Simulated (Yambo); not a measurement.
# HfO2 (Fm-3m) in Yambo: further runs

The runs below take HfO2 through optical spectrum, with PBE.

Program: Yambo 5.3.0. These are calculated values, not measurements. Logs are shortened: lines on timing, memory, paths and dates and some standing lists are left out, and cuts for length are marked.

## Step 1: The structure

The structure is cubic, space group Fm-3m (No. 225). The conventional cell has a = 5.115 Å, b = 5.115 Å, c = 5.115 Å, α = 90.00°, β = 90.00°, γ = 90.00°. Around Hf (site symmetry m-3m) lie 8 O at 2.21 Å. O (site symmetry -43m) has 4 Hf at 2.21 Å as nearest neighbours.

Measurements of this composition are mostly on another form, of space group No. 14.

## Step 2: Optical spectrum, PBE

File optics4.in:

```
optics
chi
Chimod= "HARTREE"
% BndsRnXd
 1 | 37 |
%
NGsBlkXd= 1 Ry
% LongDrXd
 1 | 1 | 1 |
%
% QpntsRXd
 1 | 1 |
%
% EnRngeXd
 0 | 20 | eV
%
% DmRngeXd
 0.1 | 0.1 | eV
%
ETStpsXd= 200
```

File scf.in:

```
&CONTROL
  calculation = 'scf'
  prefix = 'pwscf'
  outdir = './tmp'
  pseudo_dir = './pseudo'
/
&SYSTEM
  ibrav = 0
  nat = 3
  ntyp = 2
  ecutwfc = 84
  nbnd = 19
  occupations = 'smearing'
  smearing = 'fd'
  degauss = 0.00367493
  force_symmorphic = .true.
/
&ELECTRONS
  conv_thr = 6d-10
  electron_maxstep = 120
  mixing_beta = 0.5
/
ATOMIC_SPECIES
Hf   178.4900 Hf.upf
O     15.9990 O.upf
CELL_PARAMETERS angstrom
   0.0000000000    2.5575000000    2.5575000000
   2.5575000000    0.0000000000    2.5575000000
   2.5575000000    2.5575000000    0.0000000000
ATOMIC_POSITIONS crystal
Hf     0.0000000000    0.0000000000    0.0000000000
O      0.7500000000    0.7500000000    0.7500000000
O      0.2500000000    0.2500000000    0.2500000000
K_POINTS automatic
16 16 16 0 0 0
```

File nscf.in:

```
&CONTROL
  calculation = 'nscf'
  prefix = 'pwscf'
  outdir = './tmp'
  pseudo_dir = './pseudo'
/
&SYSTEM
  ibrav = 0
  nat = 3
  ntyp = 2
  ecutwfc = 84
  nbnd = 37
  occupations = 'fixed'
  force_symmorphic = .true.
/
&ELECTRONS
  conv_thr = 1d-08
  diago_full_acc = .true.
  diago_thr_init = 1d-06
/
ATOMIC_SPECIES
Hf   178.4900 Hf.upf
O     15.9990 O.upf
CELL_PARAMETERS angstrom
   0.0000000000    2.5575000000    2.5575000000
   2.5575000000    0.0000000000    2.5575000000
   2.5575000000    2.5575000000    0.0000000000
ATOMIC_POSITIONS crystal
Hf     0.0000000000    0.0000000000    0.0000000000
O      0.7500000000    0.7500000000    0.7500000000
O      0.2500000000    0.2500000000    0.2500000000
K_POINTS automatic
16 16 16 0 0 0
```

Potentials or basis: PseudoDojo 0.4.1 SR PBE standard.

On the command line:

```bash
> OMP_NUM_THREADS=1 pw.x -in scf.in > scf.out
> OMP_NUM_THREADS=1 pw.x -in nscf.in > nscf.out
> cd tmp/pwscf.save; p2y; mv SAVE ../..; cd ../..
> OMP_NUM_THREADS=1 yambo
> OMP_NUM_THREADS=1 yambo -F optics4.in -J optics4 -C optics4_out
```

Yambo's report:

```text
[... sections 02.01 to 02.04 as in the set-up run ...]

  [02.05] Energies & Occupations
  ==============================

  [X] === General ===
  [X] Electronic Temperature                        :  0.000000  0.000000 [eV K]
  [X] Bosonic    Temperature                        :  0.000000  0.000000 [eV K]
  [X] Finite Temperature mode                       : no
  [X] El. density                                   :  0.71736E+24 [cm-3]
  [X] Fermi Level                                   :  11.93660 [eV]

  [X] === Gaps and Widths ===
  [X] Conduction Band Min                           :  3.767206 [eV]
  [X] Valence Band Max                              :  0.000000 [eV]
  [X] Filled Bands                                  :  12
  [X] Empty Bands                                   :   13   37
  [X] Direct Gap                                    :  3.767206 [eV]
  [X] Direct Gap localized at k                     :   73
  [X] Indirect Gap                                  :  3.767206 [eV]
  [X] Indirect Gap between kpts                     :   73   73
  [X] Last valence band width                       :  1.795689 [eV]
  [X] 1st conduction band width                     :  0.989108 [eV]

 [03] Transferred momenta grid and indexing
 ==========================================

 IBZ Q-points                                      :  145
 BZ  Q-points                                      :   4096

 K/Q-points units:
 rlu = crystal or reduced units; cc = cartesian coordinates; iku = interal k-units

 Q [  1]        [rlu]:  0.000000  0.000000  0.000000
 Q [  2]        [rlu]: -0.22409E-17 -0.22409E-17  0.62500E-01
 Q [  3]        [rlu]: -0.44818E-17 -0.44818E-17  0.12500
 Q [  4]        [rlu]: -0.24869E-16 -0.24869E-16  0.18750
 Q [  5]        [rlu]: -0.89636E-17 -0.89636E-17  0.25000
 Q [  6]        [rlu]:  0.16551E-16 -0.11204E-16  0.31250
[... 42 lines left out ...]
 Q [ 49]        [rlu]:  0.48811E-17  0.25000      0.25000
 Q [ 50]        [rlu]:  0.46980E-17  0.25000      0.31250

 Remaining 95 points informations can be written running with -fatlog

 [04] Dipoles
 ============

  [04.01] Setup: observables and procedures
  =========================================

  [WARNING] [x,Vnl] slows the Dipoles computation. To neglect it rename the ns.kb_pp file
  [WF-Oscillators/G space/Transverse up loader] Normalization (few states)  min/max  :  0.000000  1.000000

  [WR./optics4//ndb.dipoles]------------------------------------------------------
   Brillouin Zone Q/K grids (IBZ/BZ)                :    145   4096    145   4096
   RL vectors                                       :   3839 [WF]
   Fragmentation                                    : yes
   Electronic Temperature                           :  0.000000 [K]
   Bosonic    Temperature                           :  0.000000 [K]
   DIP band range                                   :    1   37
   DIP band range limits                            :  12  13
   DIP e/h energy range                             : -1.000000 -1.000000 [eV]
   RL vectors in the sum                            :   3839
   [r,Vnl] included                                 : yes
   Bands ordered                                    : yes
   Direct v evaluation                              : no
   Approach used                                    : G-space v
   Dipoles computed                                 : R V P [G-space]
   Wavefunctions                                    : Perdew, Burke & Ernzerhof(X)+Perdew, Burke & Ernzerhof(C)

  [WARNING] [r,Vnl^pseudo] included in position and velocity dipoles.

  [WARNING] In case H contains other non local terms, these are neglected

 [05] Optics
 ===========

 [X-CG] R(p) Tot o/o(of R):    34989  1228800      100
```

It took 4.6 min on 1 thread of Arm Neoverse V1, shared host; peak memory 1.1 GiB.

What came out:

| Item | Value |
| --- | --- |
| Band gap on the k mesh, mean-field level | 3.77 eV, direct |
| Absorption peak | 9.15 eV |
| Electronic dielectric constant along the field | 5.22 |
| Electronic dielectric constant along the field, independent particles | 5.26 |

Dielectric function (along the field direction of the input):
| energy (eV) | real part | imaginary part |
| --- | --- | --- |
| 0.30 | 5.22 | 0.05 |
| 0.90 | 5.27 | 0.05 |
| 1.61 | 5.40 | 0.06 |
| 2.31 | 5.63 | 0.07 |
| 3.02 | 6.00 | 0.09 |
| 3.62 | 6.55 | 0.14 |
| 4.32 | 7.99 | 0.47 |
| 5.03 | 8.31 | 3.52 |
| 5.73 | 7.15 | 3.49 |
| 6.33 | 7.61 | 4.54 |
| 7.04 | 7.60 | 6.42 |
| 7.74 | 5.30 | 9.11 |
| 8.44 | 2.90 | 9.42 |
| 9.05 | 0.59 | 10.14 |
| 9.75 | -2.45 | 5.13 |
| 10.45 | -1.22 | 3.69 |
| 11.16 | -0.71 | 3.63 |
| 11.76 | -2.03 | 3.10 |
| 12.46 | -1.23 | 1.64 |
| 13.17 | -0.39 | 1.00 |
| 13.87 | -0.16 | 1.55 |
| 14.47 | -0.26 | 1.41 |
| 15.18 | -0.10 | 0.73 |
| 15.88 | 0.46 | 0.57 |
| 16.58 | 0.87 | 0.84 |
| 17.19 | 0.99 | 1.03 |
| 17.89 | 0.22 | 1.15 |
| 18.59 | 0.90 | 0.52 |
| 19.30 | 1.51 | 1.02 |
| 20.00 | 1.47 | 1.38 |

Caveat: these spectra lack excitons; spin-orbit coupling is left out, which moves the levels of the heavy elements. A k mesh can miss the band edges.

## Step 3: Optical spectrum, PBE

File optics5.in:

```
optics
chi
tddft
Chimod= "LRC"
% BndsRnXd
 1 | 37 |
%
NGsBlkXd= 1 Ry
% LongDrXd
 1 | 0 | 0 |
%
% QpntsRXd
 1 | 1 |
%
% EnRngeXd
 0 | 15 | eV
%
% DmRngeXd
 0.2 | 0.2 | eV
%
ETStpsXd= 200
LRC_alpha= -0.2
```

scf.in is that of step 2.

nscf.in is that of step 2.

Potentials or basis: PseudoDojo 0.4.1 SR PBE standard.

On the command line:

```bash
> OMP_NUM_THREADS=1 pw.x -in scf.in > scf.out
> OMP_NUM_THREADS=1 pw.x -in nscf.in > nscf.out
> cd tmp/pwscf.save; p2y; mv SAVE ../..; cd ../..
> OMP_NUM_THREADS=1 yambo
> OMP_NUM_THREADS=1 yambo -F optics5.in -J optics5 -C optics5_out
```

Yambo's report:

```text
[... sections 02.01 to 02.04 as in the set-up run ...]

  [02.05] Energies & Occupations
  ==============================

  [X] === General ===
  [X] Electronic Temperature                        :  0.000000  0.000000 [eV K]
  [X] Bosonic    Temperature                        :  0.000000  0.000000 [eV K]
  [X] Finite Temperature mode                       : no
  [X] El. density                                   :  0.71736E+24 [cm-3]
  [X] Fermi Level                                   :  11.93660 [eV]

  [X] === Gaps and Widths ===
  [X] Conduction Band Min                           :  3.767206 [eV]
  [X] Valence Band Max                              :  0.000000 [eV]
  [X] Filled Bands                                  :  12
  [X] Empty Bands                                   :   13   37
  [X] Direct Gap                                    :  3.767206 [eV]
  [X] Direct Gap localized at k                     :   73
  [X] Indirect Gap                                  :  3.767206 [eV]
  [X] Indirect Gap between kpts                     :   73   73
  [X] Last valence band width                       :  1.795689 [eV]
  [X] 1st conduction band width                     :  0.989108 [eV]

 [03] Transferred momenta grid and indexing
 ==========================================

 IBZ Q-points                                      :  145
 BZ  Q-points                                      :   4096

 K/Q-points units:
 rlu = crystal or reduced units; cc = cartesian coordinates; iku = interal k-units

 Q [  1]        [rlu]:  0.000000  0.000000  0.000000
 Q [  2]        [rlu]: -0.22409E-17 -0.22409E-17  0.62500E-01
 Q [  3]        [rlu]: -0.44818E-17 -0.44818E-17  0.12500
 Q [  4]        [rlu]: -0.24869E-16 -0.24869E-16  0.18750
 Q [  5]        [rlu]: -0.89636E-17 -0.89636E-17  0.25000
 Q [  6]        [rlu]:  0.16551E-16 -0.11204E-16  0.31250
[... 42 lines left out ...]
 Q [ 49]        [rlu]:  0.48811E-17  0.25000      0.25000
 Q [ 50]        [rlu]:  0.46980E-17  0.25000      0.31250

 Remaining 95 points informations can be written running with -fatlog

 [04] Dipoles
 ============

  [04.01] Setup: observables and procedures
  =========================================

  [WARNING] [x,Vnl] slows the Dipoles computation. To neglect it rename the ns.kb_pp file
  [WF-Oscillators/G space/Transverse up loader] Normalization (few states)  min/max  :  0.000000  1.000000

  [WR./optics5//ndb.dipoles]------------------------------------------------------
   Brillouin Zone Q/K grids (IBZ/BZ)                :    145   4096    145   4096
   RL vectors                                       :   3839 [WF]
   Fragmentation                                    : yes
   Electronic Temperature                           :  0.000000 [K]
   Bosonic    Temperature                           :  0.000000 [K]
   DIP band range                                   :    1   37
   DIP band range limits                            :  12  13
   DIP e/h energy range                             : -1.000000 -1.000000 [eV]
   RL vectors in the sum                            :   3839
   [r,Vnl] included                                 : yes
   Bands ordered                                    : yes
   Direct v evaluation                              : no
   Approach used                                    : G-space v
   Dipoles computed                                 : R V P [G-space]
   Wavefunctions                                    : Perdew, Burke & Ernzerhof(X)+Perdew, Burke & Ernzerhof(C)

  [WARNING] [r,Vnl^pseudo] included in position and velocity dipoles.

  [WARNING] In case H contains other non local terms, these are neglected

 [05] Optics
 ===========

 [X-CG] R(p) Tot o/o(of R):    34989  1228800      100
```

o-optics5.eps_q1_inv_LRC_dyson:

```text
# Absorption @ Q(1):   1.00000000      0.00000000      0.00000000    [q->0 direction]
#
# [ X ] Hartree size                              :   9
# [GEN] GF Energies                               : Perdew, Burke & Ernzerhof(X)+Perdew, Burke & Ernzerhof(C)
# [GEN] Green`s Function                          : T-ordered
#
# [GEN] Gauge                                     : Length
# [GEN] [r,Vnl] included                          : yes
#
#    E[1] [eV]          Im(eps)            Re(eps)            Im(eps_o)          Re(eps_o)
#
        0.000000           0.113789           5.518309           0.099003           5.253309
        0.075377           0.113829           5.518744           0.099036           5.253685
        0.150754           0.113949           5.520049           0.099136           5.254815
        0.226131           0.114150           5.522226           0.099303           5.256699
        0.301508           0.114432           5.525279           0.099538           5.259341
        0.376884           0.114797           5.529213           0.099841           5.262746
[... 192 lines left out ...]
        14.92462           0.960825          -0.196180           0.991945          -0.132160
        15.00000           0.899785          -0.157245           0.928940          -0.093611
#
```

Run time: 4.6 min. Hardware: 1 thread of Arm Neoverse V1, shared host; peak memory 1.1 GiB.

What came out:

```
Band gap on the k mesh, mean-field level                              : 3.77 eV, direct
Absorption peak                                                       : 7.69 eV
Electronic dielectric constant along the field                        : 5.52
Electronic dielectric constant along the field, independent particles : 5.25
```

Dielectric function (along the field direction of the input):
```
energy (eV)  real part  imaginary part
       0.30       5.53            0.11
       0.75       5.56            0.12
       1.28       5.65            0.13
       1.81       5.79            0.14
       2.26       5.97            0.16
       2.79       6.26            0.20
       3.32       6.70            0.27
       3.84       7.41            0.43
       4.30       8.52            0.95
       4.82       9.08            3.41
       5.35       7.35            4.37
       5.80       7.40            4.40
       6.33       7.69            5.59
       6.86       6.86            6.82
       7.39       6.13            8.49
       7.84       3.61            9.38
       8.37       1.82            9.31
       8.89      -0.31            8.68
       9.42      -2.59            6.34
       9.87      -2.10            4.58
      10.40      -1.39            3.64
      10.93      -1.15            3.32
      11.38      -1.18            3.37
      11.91      -1.64            2.43
      12.44      -1.18            1.66
      12.96      -0.72            1.26
      13.42      -0.20            1.27
      13.94      -0.14            1.41
      14.47      -0.22            1.33
      15.00      -0.16            0.90
```

Caveat: the long-range kernel's strength is typed, not fitted to the crystal's screening; independent-particle spectra lack excitons; spin-orbit coupling is left out, which moves the levels of the heavy elements. A k mesh can miss the band edges.
